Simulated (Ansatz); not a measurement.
## Zn: equation of state with LDA

The system is Zn.

```
Zn
1.0
     2.67000    0.00000    0.00000
    -1.33500    2.31229    0.00000
     0.00000    0.00000    4.96600
Zn
2
Cartesian
  1.3350 0.7708 3.7245
  0.0000 1.5415 1.2415
```

```
Program             : Ansatz 0.2.0
Task                : equation of state
Functional          : LDA
Potentials or basis : all-electron LAPW, scalar-relativistic
Basis error allowed : 0.001 eV/atom
k mesh              : 11 × 11 × 6
Occupations         : fermi-dirac, width 0.05 eV
Spin                : no spin polarisation
```

```
Equilibrium volume                        : 13.63 Å³/atom (rough: see the caveat)
Bulk modulus at fixed shape and positions : 106 GPa (rough)
```

Energy against volume, from the lowest point:
```
volume (Å³/atom)  energy (meV/atom)
          14.410               0.00
          14.716              11.20
          15.023              25.14
          15.330              41.44
          15.636              59.79
          15.943              79.88
          16.249             101.46
```

All runs of the series together: 95 s on 1 thread of Arm Neoverse V2, with other jobs on the host.

Caveat: the minimum lies outside the volumes run; the cell was scaled at fixed shape and fractional positions, which overstates the stiffness of a crystal with free parameters, most of all of layers and chains.
